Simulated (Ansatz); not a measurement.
Phonons of rutile-structured TiO2

The computed numbers are results of PBEsol, scalar-relativistic (no spin polarisation) in the plane-wave PAW code Ansatz at 420 eV, Gaussian smearing of 0.05 eV. The datasets are Ansatz's generated set soft_2.

```yaml
crystal:
  lattice:
    - [4.59125, 0.00000, 0.00000]
    - [0.00000, 4.59125, 0.00000]
    - [0.00000, 0.00000, 2.93903]
  atoms:
    - { symbol: Ti, position: [0.00000, 0.00000, 0.00000] }
    - { symbol: Ti, position: [0.50000, 0.50000, 0.50000] }
    - { symbol: O, position: [0.30444, 0.30444, 0.00000] }
    - { symbol: O, position: [0.80444, 0.19556, 0.50000] }
    - { symbol: O, position: [0.19556, 0.80444, 0.50000] }
    - { symbol: O, position: [0.69556, 0.69556, 0.00000] }
```

The start was a prototype's sites filled with these elements; the Crystallography Open Database holds the compound in this structure.

Force constants come from finite displacements in a 2×2×2 supercell (the unit cell's 6×6×8 k-mesh, folded to it); the long-range dipole term is included. Points in reciprocal vectors of this cell: Γ = (0.000, 0.000, 0.000), X = (0.000, 0.500, 0.000), M = (0.500, 0.500, 0.000), Z = (0.000, 0.000, 0.500), R = (0.000, 0.500, 0.500), A = (0.500, 0.500, 0.500).

Task: Is the structure dynamically stable along this path, and where does the spectrum end?

Result: Marginal: the lowest branch dips to 11i cm⁻¹ between M and A, which may be noise of the interpolation or a soft shear mode; this supercell can't settle it, and such modes are left out of the sums below. The highest frequency is 795 cm⁻¹, at Γ. Points that don't fit the supercell are interpolated. At Γ the polar modes depend on the direction of approach; the table gives the limit along the path's first leg.

Frequencies at the named points (cm⁻¹, imaginary ones negative):
```
point                                                               ω (cm⁻¹)
    Γ         0 0 0 61 73 87 141 350 367 374 416 429 447 447 478 589 770 795
    X  63 63 191 191 267 267 274 274 314 314 370 370 450 450 542 542 784 784
    M    51 51 66 66 219 219 279 279 305 305 312 312 449 449 526 526 764 764
    Z  81 81 226 226 286 286 315 315 378 378 442 442 462 462 539 539 691 691
    R  59 59 104 104 222 222 312 312 376 376 469 469 513 513 541 541 664 664
    A  86 86 190 190 235 235 267 267 449 449 454 454 457 457 476 476 696 696
```

Task: What does the harmonic approximation give for the vibrational free energy, entropy and heat capacity?

Result: Zero-point energy 67.6 meV/atom.
```csv
T (K),F_vib (meV/atom),S (J/K per mole of atoms),C_V (J/K per mole of atoms)
100,65.8,4.7,7.0
200,57.1,12.1,14.8
300,40.9,19.0,19.0
400,18.1,24.8,21.2
500,-10.2,29.7,22.4
600,-43.1,33.8,23.1
700,-80.1,37.4,23.6
800,-120.5,40.6,23.9
900,-164.1,43.4,24.1
1000,-210.4,46.0,24.2
```

The highest mode, 795 cm⁻¹, is worth 1140 K. At 300 K the heat capacity has reached 76 % of the classical limit 3R = 24.9 J/K per mole of atoms, since the stiffer modes are still partly frozen out.

Run time: 8.2 min on 4 threads of Intel(R) Xeon(R) Processor @ 2.50GHz (Skylake/Cascade Lake), on a shared host, peak memory 3.7 GiB.

